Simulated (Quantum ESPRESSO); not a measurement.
# MgO (Fm-3m) in Quantum ESPRESSO: reference runs

Aim: a first look at MgO with PBE, on the cell as given and on a disturbed one.

Everything below comes from runs of Quantum ESPRESSO 7.5. Logs are shortened: lines on timing, memory, paths and dates and some standing lists are left out, and cuts for length are marked.

**Measured values to compare with.**

From “Electronic structure of alkaline earth and post-transition metal oxides”, 2009, arxiv:0908.1581, for a bulk crystal of MgO: band gap 7.83 eV.

The results are compared with them further down.

**1. The structure**

It takes space group Fm-3m (No. 225, cubic). The conventional cell has a = 4.194 Å, b = 4.194 Å, c = 4.194 Å, α = 90.00°, β = 90.00°, γ = 90.00°. Mg (site symmetry m-3m) is surrounded by 6 O at 2.10 Å. Around O (site symmetry m-3m) lie 6 Mg at 2.10 Å.

The cell is a database's computed one.

**2. Single point, PBE**

Contents of pw.in:

```
&CONTROL
  calculation = 'scf'
  prefix = 'pwscf'
  outdir = './tmp'
  pseudo_dir = './pseudo'
  tprnfor = .true.
  tstress = .true.
  disk_io = 'nowf'
/
&SYSTEM
  ibrav = 0
  nat = 2
  ntyp = 2
  ecutwfc = 55
  ecutrho = 440
  nbnd = 9
  occupations = 'smearing'
  smearing = 'fd'
  degauss = 0.00367493
/
&ELECTRONS
  conv_thr = 4d-10
  electron_maxstep = 120
  mixing_beta = 0.5
/
ATOMIC_SPECIES
Mg    24.3050 Mg.pbe-n-kjpaw_psl.0.3.0.UPF
O     15.9990 O.pbe-n-kjpaw_psl.0.1.UPF
CELL_PARAMETERS angstrom
   0.0000000000    2.0970013927    2.0970013927
   2.0970013927    0.0000000000    2.0970013927
   2.0970013927    2.0970013927    0.0000000000
ATOMIC_POSITIONS crystal
Mg     0.0000000000    0.0000000000    0.0000000000
O      0.5000000000    0.5000000000    0.5000000000
K_POINTS automatic
11 11 11 0 0 0
```

Potentials or basis: SSSP 1.3 efficiency PBE.

On the command line:

```
OMP_NUM_THREADS=1 pw.x -in pw.in > pw.out
```

pw.out:

```text
This program is part of the open-source Quantum ESPRESSO suite
     for quantum simulation of materials; please cite
         "P. Giannozzi et al., J. Phys.:Condens. Matter 21 395502 (2009);
         "P. Giannozzi et al., J. Phys.:Condens. Matter 29 465901 (2017);
         "P. Giannozzi et al., J. Chem. Phys. 152 154105 (2020);
     in publications or presentations arising from this work. More details at

     file Mg.pbe-n-kjpaw_psl.0.3.0.UPF: wavefunction(s)  3S renormalized
     file O.pbe-n-kjpaw_psl.0.1.UPF: wavefunction(s)  2P renormalized
     Message from routine setup:
     using ibrav=0 with symmetry is DISCOURAGED, use correct ibrav instead

     Subspace diagonalization in iterative solution of the eigenvalue problem:
     a serial algorithm will be used

     G-vector sticks info
     --------------------
     sticks:   dense  smooth     PW     G-vecs:    dense   smooth      PW
     Sum         955     475    151                19579     6855    1243

     Using Slab Decomposition

     bravais-lattice index     =            0
     lattice parameter (alat)  =       5.6042  a.u.
     unit-cell volume          =     124.4580 (a.u.)^3
     number of atoms/cell      =            2
     number of atomic types    =            2
     number of electrons       =         8.00
     number of Kohn-Sham states=            9
     kinetic-energy cutoff     =      55.0000  Ry
     charge density cutoff     =     440.0000  Ry
     scf convergence threshold =      4.0E-10
     mixing beta               =       0.5000
     number of iterations used =            8  plain     mixing
     Exchange-correlation= SLA  PW   PBX  PBC
                           (   1   4   3   4   0   0   0)

     celldm(1)=   5.604187  celldm(2)=   0.000000  celldm(3)=   0.000000
     celldm(4)=   0.000000  celldm(5)=   0.000000  celldm(6)=   0.000000

     crystal axes: (cart. coord. in units of alat)
               a(1) = (   0.000000   0.707107   0.707107 )
               a(2) = (   0.707107   0.000000   0.707107 )
               a(3) = (   0.707107   0.707107   0.000000 )

     reciprocal axes: (cart. coord. in units 2 pi/alat)
               b(1) = ( -0.707107  0.707107  0.707107 )
               b(2) = (  0.707107 -0.707107  0.707107 )
               b(3) = (  0.707107  0.707107 -0.707107 )

     PseudoPot. # 1 for Mg read from file:
     Mg.pbe-n-kjpaw_psl.0.3.0.UPF
     Pseudo is Projector augmented-wave + core cor, Zval =  2.0
     Generated using "atomic" code by A. Dal Corso  v.5.0.99 svn rev. 10869
     Shape of augmentation charge: PSQ
     Using radial grid of 1129 points,  4 beta functions with:
                l(1) =   0
                l(2) =   0
                l(3) =   1
                l(4) =   1
     Q(r) pseudized with 0 coefficients

     PseudoPot. # 2 for O  read from file:
     O.pbe-n-kjpaw_psl.0.1.UPF
     Pseudo is Projector augmented-wave + core cor, Zval =  6.0
     Generated using "atomic" code by A. Dal Corso  v.5.0.99 svn rev. 10869
     Shape of augmentation charge: BESSEL
     Using radial grid of 1095 points,  4 beta functions with:
                l(1) =   0
                l(2) =   0
                l(3) =   1
                l(4) =   1
     Q(r) pseudized with 0 coefficients

     atomic species   valence    mass     pseudopotential
     Mg                2.00    24.30500     Mg( 1.00)
     O                 6.00    15.99900     O ( 1.00)

     48 Sym. Ops., with inversion, found

   Cartesian axes

     site n.     atom                  positions (alat units)
         1        Mg     tau(   1) = (   0.0000000   0.0000000   0.0000000  )
         2        O      tau(   2) = (   0.7071068   0.7071068   0.7071068  )

     number of k points=    56  Fermi-Dirac smearing, width (Ry)=  0.0037
                       cart. coord. in units 2pi/alat
        k(    1) = (   0.0000000   0.0000000   0.0000000), wk =   0.0015026
        k(    2) = (   0.0642824   0.0642824  -0.0642824), wk =   0.0120210
        k(    3) = (   0.1285649   0.1285649  -0.1285649), wk =   0.0120210
        k(    4) = (   0.1928473   0.1928473  -0.1928473), wk =   0.0120210
        k(    5) = (   0.2571297   0.2571297  -0.2571297), wk =   0.0120210
        k(    6) = (   0.3214122   0.3214122  -0.3214122), wk =   0.0120210
[... 48 lines left out ...]
        k(   55) = (  -0.0642824  -0.4499770   0.7071068), wk =   0.0360631
        k(   56) = (   0.0000000  -0.3856946   0.6428243), wk =   0.0360631

     Dense  grid:    19579 G-vectors     FFT dimensions: (  40,  40,  40)

     Smooth grid:     6855 G-vectors     FFT dimensions: (  27,  27,  27)

     Initial potential from superposition of free atoms

     starting charge       7.9991, renormalised to       8.0000
     Starting wfcs are    8 randomized atomic wfcs +    1 random wfcs
     Checking if some PAW data can be deallocated...

     Self-consistent Calculation

     iteration #  1     ecut=    55.00 Ry     beta= 0.50
     Davidson diagonalization with overlap
     ethr =  1.00E-02,  avg # of iterations =  5.3

     total energy              =     -75.41538485 Ry
     estimated scf accuracy    <       0.37353764 Ry

     iteration #  2     ecut=    55.00 Ry     beta= 0.50
     Davidson diagonalization with overlap
     ethr =  4.67E-03,  avg # of iterations =  1.9

     total energy              =     -75.52279721 Ry
     estimated scf accuracy    <       0.06857907 Ry

     iteration #  3     ecut=    55.00 Ry     beta= 0.50
     Davidson diagonalization with overlap
     ethr =  8.57E-04,  avg # of iterations =  1.1

     total energy              =     -75.53543970 Ry
     estimated scf accuracy    <       0.00333106 Ry

     iteration #  4     ecut=    55.00 Ry     beta= 0.50
     Davidson diagonalization with overlap
     ethr =  4.16E-05,  avg # of iterations =  5.1

     total energy              =     -75.53619838 Ry
     estimated scf accuracy    <       0.00019350 Ry

     iteration #  5     ecut=    55.00 Ry     beta= 0.50
     Davidson diagonalization with overlap
     ethr =  2.42E-06,  avg # of iterations =  3.8

     total energy              =     -75.53630517 Ry
     estimated scf accuracy    <       0.00000080 Ry

     iteration #  6     ecut=    55.00 Ry     beta= 0.50
     Davidson diagonalization with overlap
     ethr =  9.94E-09,  avg # of iterations =  4.2

     total energy              =     -75.53630811 Ry
     estimated scf accuracy    <       0.00000046 Ry

     iteration #  7     ecut=    55.00 Ry     beta= 0.50
     Davidson diagonalization with overlap
     ethr =  5.79E-09,  avg # of iterations =  1.3

     total energy              =     -75.53630818 Ry
     estimated scf accuracy    <          6.6E-09 Ry

     iteration #  8     ecut=    55.00 Ry     beta= 0.50
     Davidson diagonalization with overlap
     ethr =  8.20E-11,  avg # of iterations =  5.4

     total energy              =     -75.53630821 Ry
     estimated scf accuracy    <          5.5E-10 Ry

     iteration #  9     ecut=    55.00 Ry     beta= 0.50
     Davidson diagonalization with overlap
     ethr =  6.91E-12,  avg # of iterations =  2.0

     End of self-consistent calculation

          k = 0.0000 0.0000 0.0000 (   869 PWs)   bands (ev):

   -11.5942   5.7590   5.7590   5.7590  10.6079  21.6494  21.6494  21.6494
    25.5540

          k = 0.0643 0.0643-0.0643 (   881 PWs)   bands (ev):

   -11.5030   5.2064   5.7017   5.7017  11.1384  20.5453  21.8523  21.8523
    26.7264

          k = 0.1286 0.1286-0.1286 (   875 PWs)   bands (ev):

   -11.2479   4.0272   5.5524   5.5524  12.2129  19.0925  22.2994  22.2994
    25.9926

          k = 0.1928 0.1928-0.1928 (   869 PWs)   bands (ev):

   -10.8871   2.7728   5.3655   5.3655  13.1599  18.2859  22.5113  22.5113
    26.1527

          k = 0.2571 0.2571-0.2571 (   857 PWs)   bands (ev):

   -10.5224   1.7440   5.2014   5.2014  13.6269  18.2222  22.3484  22.3484
    27.2088

          k = 0.3214 0.3214-0.3214 (   859 PWs)   bands (ev):

   -10.2867   1.1588   5.1069   5.1069  13.7318  18.4496  22.1750  22.1750
    26.7831

          k = 0.1286 0.0000 0.0000 (   881 PWs)   bands (ev):

   -11.4733   5.1459   5.6295   5.6295  11.3098  20.2138  21.9379  21.9379
    25.6419

          k = 0.1928 0.0643-0.0643 (   872 PWs)   bands (ev):

   -11.2748   4.2741   5.4705   5.4987  12.1963  19.0294  22.2775  22.3143
    24.5852

          k = 0.2571 0.1286-0.1286 (   864 PWs)   bands (ev):

   -10.9514   3.1336   5.2819   5.2942  13.2168  18.1511  22.2176  22.6158
    24.5853

          k = 0.3214 0.1928-0.1928 (   856 PWs)   bands (ev):

   -10.5883   2.0936   5.0606   5.1235  13.8830  17.9720  21.7074  22.5886
    25.6331

          k = 0.3857 0.2571-0.2571 (   851 PWs)   bands (ev):

   -10.3070   1.3940   4.8714   5.0397  14.0989  18.2637  21.3368  22.4224
    26.8189

          k =-0.2571-0.3857 0.3857 (   853 PWs)   bands (ev):

   -10.2258   1.2069   4.7790   5.0522  14.1314  18.4093  21.2437  22.3606
    27.5403

          k =-0.1928-0.3214 0.3214 (   861 PWs)   bands (ev):

   -10.3835   1.5823   4.8085   5.1582  14.0764  18.1903  21.4199  22.5049
    26.9491

          k =-0.1286-0.2571 0.2571 (   860 PWs)   bands (ev):

   -10.7067   2.4180   4.9574   5.3299  13.7280  18.0259  21.7796  22.8138
    25.4025

          k =-0.0643-0.1928 0.1928 (   865 PWs)   bands (ev):

   -11.0686   3.5068   5.1980   5.5174  12.8868  18.4785  22.0718  22.8030
    24.7592

          k =-0.0000-0.1286 0.1286 (   879 PWs)   bands (ev):

   -11.3577   4.5646   5.4811   5.6588  11.8357  19.5343  22.0399  22.2074
    25.4844

          k = 0.2571 0.0000 0.0000 (   869 PWs)   bands (ev):

   -11.1434   3.9585   5.3041   5.3041  12.7744  18.2138  22.6707  22.6707
    23.0879

          k = 0.3214 0.0643-0.0643 (   860 PWs)   bands (ev):

   -10.8832   3.2078   5.0673   5.1125  13.6771  17.4307  21.7141  23.0509
    23.4999

          k = 0.3857 0.1286-0.1286 (   854 PWs)   bands (ev):

   -10.5613   2.4042   4.7156   4.9559  14.5130  17.2174  20.7100  23.1577
    24.4041

          k = 0.4500 0.1928-0.1928 (   858 PWs)   bands (ev):

   -10.2779   1.7904   4.3456   4.8775  14.9092  17.6874  20.0627  23.0287
    25.2269

          k =-0.1928-0.4500 0.4500 (   853 PWs)   bands (ev):

   -10.1416   1.5332   4.0807   4.8975  15.0408  18.1635  19.7968  22.8997
    25.9668

          k =-0.1286-0.3857 0.3857 (   849 PWs)   bands (ev):

   -10.2123   1.7015   4.0086   5.0113  15.0630  18.0716  19.9411  22.9394
    26.7688
[... 98 lines left out ...]
   -10.3445   2.1886   4.2145   4.8030  15.3505  16.9120  19.7842  23.2817
    24.7795

          k =-0.1928-0.4500 0.5785 (   851 PWs)   bands (ev):

   -10.1331   1.8900   3.7968   4.7001  15.6631  17.6154  19.2104  22.9829
    25.5053

          k =-0.1286-0.3857 0.5143 (   857 PWs)   bands (ev):

   -10.0742   1.8511   3.5586   4.7269  15.7840  18.0052  19.0478  22.8438
    26.1161

          k =-0.0643-0.3214 0.4500 (   861 PWs)   bands (ev):

   -10.1924   2.0385   3.6363   4.8676  15.7183  17.6413  19.4030  22.9985
    26.3149

          k = 0.0000-0.2571 0.3857 (   860 PWs)   bands (ev):

   -10.4383   2.3394   4.0819   5.0655  15.0894  17.3746  20.2092  23.2824
    24.9934

          k = 0.5143 0.1286 0.0000 (   854 PWs)   bands (ev):

   -10.2365   2.0810   4.3079   4.5639  15.7940  15.9468  19.2520  23.7518
    24.6801

          k =-0.1286-0.5143 0.6428 (   857 PWs)   bands (ev):

   -10.0624   2.0175   3.7479   4.4447  15.9813  16.8409  18.7292  23.2432
    25.2160

          k =-0.0643-0.4500 0.5785 (   853 PWs)   bands (ev):

    -9.9866   2.2443   3.0743   4.4871  16.2648  17.7989  18.3307  22.7685
    25.5316

          k = 0.0000-0.3857 0.5143 (   858 PWs)   bands (ev):

   -10.0367   2.3720   2.9018   4.6490  16.4174  17.7745  18.5645  22.8019
    26.1137

          k =-0.0643-0.5785 0.7071 (   859 PWs)   bands (ev):

   -10.0041   1.8165   4.1063   4.3008  15.4697  16.2947  18.8060  23.8774
    25.1336

          k = 0.0000-0.5143 0.6428 (   853 PWs)   bands (ev):

    -9.9591   2.0234   3.5297   4.3113  15.9114  17.0385  18.5366  23.1082
    25.3990

          k =-0.1928-0.4500 0.7071 (   855 PWs)   bands (ev):

   -10.1367   2.1501   3.6338   4.5628  16.3866  16.8947  18.9605  22.8138
    25.8297

          k =-0.1286-0.3857 0.6428 (   858 PWs)   bands (ev):

   -10.0089   2.2551   3.1804   4.3824  16.7014  17.5674  18.4603  22.2428
    26.7690

          k =-0.0643-0.4500 0.7071 (   861 PWs)   bands (ev):

    -9.9653   2.2255   3.3883   4.1128  16.6157  17.3561  18.2712  22.2267
    26.2629

          k = 0.0000-0.3857 0.6428 (   863 PWs)   bands (ev):

    -9.9456   2.6191   2.8335   4.1099  17.0753  17.7651  18.0341  21.6895
    27.0481

     the Fermi energy is     7.9731 ev

!    total energy              =     -75.53630821 Ry
     total all-electron energy =      -551.437409 Ry
     estimated scf accuracy    <          2.2E-10 Ry
     smearing contrib. (-TS)   =       0.00000000 Ry
     internal energy E=F+TS    =     -75.53630821 Ry

     The total energy is F=E-TS. E is the sum of the following terms:
     one-electron contribution =      -9.11834364 Ry
     hartree contribution      =      10.17640027 Ry
     xc contribution           =      -9.35140060 Ry
     ewald contribution        =     -26.43967352 Ry
     one-center paw contrib.   =     -40.80329071 Ry

     convergence has been achieved in   9 iterations

     Forces acting on atoms (cartesian axes, Ry/au):

     atom    1 type  1   force =     0.00000000    0.00000000    0.00000000
     atom    2 type  2   force =    -0.00000000   -0.00000000    0.00000000

     Total force =     0.000000     Total SCF correction =     0.000000

     Computing stress (Cartesian axis) and pressure

          total   stress  (Ry/bohr**3)                   (kbar)     P=       63.51
   0.00043175   0.00000000  -0.00000000           63.51        0.00       -0.00
   0.00000000   0.00043175  -0.00000000            0.00       63.51       -0.00
  -0.00000000  -0.00000000   0.00043175           -0.00       -0.00       63.51

=------------------------------------------------------------------------------=
   JOB DONE.
=------------------------------------------------------------------------------=
```

Wall time 7.4 s (1 thread of AMD EPYC 9R14 (Zen 4), shared host); peak memory 0.08 GiB.

What came out:

```yaml
Free_energy: -1027.7238 eV
Pressure: 6.4 GPa
Band_gap_on_the_k_mesh: 4.85 eV, direct
```

[end of part 1 of 2]
